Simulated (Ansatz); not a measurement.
Ansatz (a first-principles code) run on a (100) slab of BaSnO3 (cut from a parent of space group no. 221; 10 atoms in the cell): self-consistent single point

Computed with PBEsol, default PAW files made with PBE (plane waves; Ansatz).

The input file:

Ansatz 0.2 input:
```yaml
# BaSnO3
crystal:
  lattice:
    - [4.10764000, 0.00000000, 0.00000000]
    - [0.00000000, 4.10764000, 0.00000000]
    - [0.00000000, 0.00000000, 20.16151600]
  atoms:
    - { symbol: Ba, position: [0.00000000, 0.00000000, 0.44906900] }
    - { symbol: Sn, position: [0.50000000, 0.50000000, 0.34719600] }
    - { symbol: O, position: [0.00000000, 0.50000000, 0.34719600] }
    - { symbol: O, position: [0.50000000, 0.50000000, 0.44906900] }
    - { symbol: O, position: [0.50000000, 0.00000000, 0.34719600] }
    - { symbol: Ba, position: [0.00000000, 0.00000000, 0.65280400] }
    - { symbol: Sn, position: [0.50000000, 0.50000000, 0.55093600] }
    - { symbol: O, position: [0.00000000, 0.50000000, 0.55093600] }
    - { symbol: O, position: [0.50000000, 0.50000000, 0.65280400] }
    - { symbol: O, position: [0.50000000, 0.00000000, 0.55093600] }
basis:
  ecutwfc: 420.0
kpoints:
  mp_grid: { grid: [6, 6, 1] }
hamiltonian:
  xc: pbesol
  pseudopotentials: { kind: paw }
scf:
  occupations: { method: fermi_dirac, width: 0.02 }
output:
  forces: true
  eigenvalues: true
  stress: true
```

Output, abridged:

```
WARN ansatz: RAYON_NUM_THREADS=1 ignored (pool sized by the plan → 1); use --threads N
Pseudopotentials: kind: paw
Pseudopotential: Ba, paw, valence charge 10
Pseudopotential: Sn, paw, valence charge 14
Pseudopotential: O, paw, valence charge 6
Crystal: 10 atoms, lattice volume = 340.179 Å³
Basis set: ecut = 420 eV, 6643 PW (Γ), exchange–correlation on 60×60×270 points (8 copies of the dense FFT grid, shifted against one another)
Bands: 52, of which v1, the nominal top of the filled ones, is band 42 counted from 1 (41 counted from 0)
Symmetry: 8 space group operations
Space group: P4mm (ITA 99), of the structure as read, at distance tolerance 7.0e-5 Å
k-points: 10 of 36
PAW frozen core: Ba, regenerated for the run's functional, and the local potential with it
PAW frozen core: Sn, regenerated for the run's functional, and the local potential with it
PAW frozen core: O, regenerated for the run's functional, and the local potential with it
Initial density: superposition of atomic densities (neutral atoms: chi_scale 0, normalization atom), corrected by the library's trained network
Initial wavefunctions: pseudopotential atomic-orbital guess
Eigensolver: davidson
Functional: x = pbesol(κ = 0.804, μ = 0.12345679012345678), c = pbesol(β = 0.046)
SCF iter   1: F=—  HF=-26995.141595 eV  |F-HF|=—  |Δ(HF+E_count)|=         —  Δρ=1.05e-2  dr2=3.54e-1  ethr=1.77e-3  ⟨swp⟩=9.7  Hψ=2751  notcnv=0  defer=6
all-band conjugate gradients solve this SCF's bands
preconditioner: auto → LDOS
SCF iter   2: F=—  HF=-26995.209413 eV  |F-HF|=—  |Δ(HF+E_count)|=   6.78e-2  Δρ=1.46e-2  dr2=5.85e-1  ethr=4.22e-4  ⟨swp⟩=3.8  Hψ=1147  notcnv=0  defer=38
preconditioner: auto → Resta (q_TF=auto, 2.161 Å⁻¹)
SCF iter   3: F=—  HF=-26995.066123 eV  |F-HF|=—  |Δ(HF+E_count)|=   1.43e-1  Δρ=3.70e-3  dr2=3.62e-2  ethr=4.22e-4  ⟨swp⟩=2.8  Hψ=887  notcnv=0  defer=38
SCF iter   4: F=—  HF=-26995.057385 eV  |F-HF|=—  |Δ(HF+E_count)|=   8.74e-3  Δρ=5.05e-4  dr2=5.11e-4  ethr=4.31e-5  ⟨swp⟩=3.3  Hψ=969  notcnv=0  defer=38
SCF iter   5: F=—  HF=-26995.057670 eV  |F-HF|=—  |Δ(HF+E_count)|=   2.84e-4  Δρ=2.23e-4  dr2=9.67e-5  ethr=6.09e-7  ⟨swp⟩=2.6  Hψ=840  notcnv=0  defer=38
SCF iter   6: F=—  HF=-26995.057895 eV  |F-HF|=—  |Δ(HF+E_count)|=   2.25e-4  Δρ=7.23e-5  dr2=1.37e-5  ethr=1.15e-7  ⟨swp⟩=3.0  Hψ=942  notcnv=0  defer=38
SCF iter   7: F=—  HF=-26995.057900 eV  |F-HF|=—  |Δ(HF+E_count)|=   4.60e-6  Δρ=1.84e-5  dr2=9.35e-7  ethr=1.63e-8  ⟨swp⟩=2.4  Hψ=747  notcnv=0  defer=38
SCF iter   8: F=-26995.057900 eV  HF=-26995.057900 eV  |F-HF|=2.86e-7  |Δ(HF+E_count)|=   3.39e-7  Δρ=5.86e-6  dr2=9.25e-8  ethr=1.19e-10  ⟨swp⟩=17.3  Hψ=3398  notcnv=0
SCF 1 converged in 8 iterations: F = -26995.057900 eV  dr2 = 9.25e-8
SCF converged after 8 iterations
Free energy (F): -26995.057900 eV
Harris-Foulkes:  -26995.057900 eV  (|F-HF|=2.86e-7)
Internal energy: -26995.057713 eV  (E = F + TS)
E sigma→0 (E₀):  -26995.057807 eV
Entropy (-TS):   -0.000187 eV (-0.019 meV/atom)
Fermi energy:    1.950972 eV
--- Per-component energies (eV) ---
  E_band       = -768.446790
  E_kinetic    = 1763.391650
  E_local      = -50265.609362  (includes V_loc(G=0)·N_el)
  E_nonlocal   = 351.352697
  E_hartree    = 24717.407407
  E_xc         = -1525.802555
  E_vxc        = -1023.175593  (∫ρ·V_xc dr)
  E_paw        = -19345.551822  (= ΣΔE_a)
  E_vpaw       = -1029.229271  (= ΣTr[D̂ρ^β])
  E_aug_tail   = 0.014625  (compensation charges beyond the density's cutoff)
  E_ewald      = 17308.655373
  E_core_change = 1.084273  (= ΣΔE_core)
  E_smearing   = -0.000187  (= −TS)
  E_closure    = 0.000000  (closes the sum)
  Σ components = -26995.057900   (vs F -26995.057900, Δ=0.00e0)
--- Forces (eV/Å), atoms counted from 1 ---
  atom   1  Ba    -0.00000000    -0.00000000    -0.43381166
  atom   2  Sn     0.00000000    -0.00000000     0.38767316
  atom   3  O      0.00000000     0.00000000     0.06204357
  atom   4  O     -0.00000000     0.00000000    -0.44423240
  atom   5  O      0.00000000     0.00000000     0.06204357
  atom   6  Ba    -0.00000000     0.00000000    -0.93038674
  atom   7  Sn     0.00000000    -0.00000000     0.75558019
  atom   8  O      0.00000000    -0.00000000     0.09660690
  atom   9  O      0.00000000     0.00000000     0.34797051
  atom  10  O      0.00000000     0.00000000     0.09660690
  max |Σ_I F_I| component: 9.40e-5 eV/Å
--- Stress (GPa, compression-positive) ---
       -1.939442       0.000000       0.000000
        0.000000      -1.939442       0.000000
        0.000000       0.000000      -0.724201
  P = ⅓ Tr σ = -1.5344 GPa (-15.344 kbar)
  The stress holds the Pulay correction. Without it, at fixed plane waves, as pw.x and ABINIT print it: P = -1.7986 GPa
--- Band table (eV; the first three rows and the last of 10) ---
  k-point 0: bands = ["-24.2791", "-23.1992", "-19.3479", "-19.2573", "-18.9279", "-18.7082", "-18.7082", "-18.7050", "-18.5530", "-18.0308", "-18.0060", "-18.0060", "-16.0883", "-15.5785", "-14.1758", "-13.1614", "-13.1214", "-13.0791", "-9.5257", [...]
  k-point 1: bands = ["-24.2655", "-23.1802", "-19.3114", "-19.2175", "-18.8772", "-18.7119", "-18.7080", "-18.6630", "-18.5571", "-18.0360", "-18.0102", "-18.0056", "-16.0438", "-15.5220", "-14.2278", "-13.4994", "-13.3264", "-13.1359", "-9.5312", [...]
  k-point 2: bands = ["-24.2380", "-23.1416", "-19.2922", "-19.0777", "-18.8202", "-18.7192", "-18.7075", "-18.5654", "-18.5226", "-18.0463", "-18.0184", "-18.0048", "-15.8477", "-15.3262", "-14.4788", "-14.2333", "-13.7951", "-13.1481", "-9.5363", [...]
  k-point 9: bands = ["-24.1794", "-23.0644", "-19.0765", "-18.8377", "-18.7252", "-18.7252", "-18.5853", "-18.4647", "-18.3046", "-18.0699", "-18.0273", "-18.0273", "-15.1125", "-15.1125", "-14.8490", "-14.8306", "-14.8306", "-13.6863", "-9.6351", [...]
```

The run converged in 8 iterations.

The starting cell has typed, rounded lattice constants, without a prior relaxation at this level. The slab is cut from that crystal, and its faces are unrelaxed. Its lattice was rescaled by up to half a per cent. Spin polarisation is off, though cut faces can carry moments; a gap of a slab can lie between surface states. The two faces of this cut differ, and no dipole correction was used.
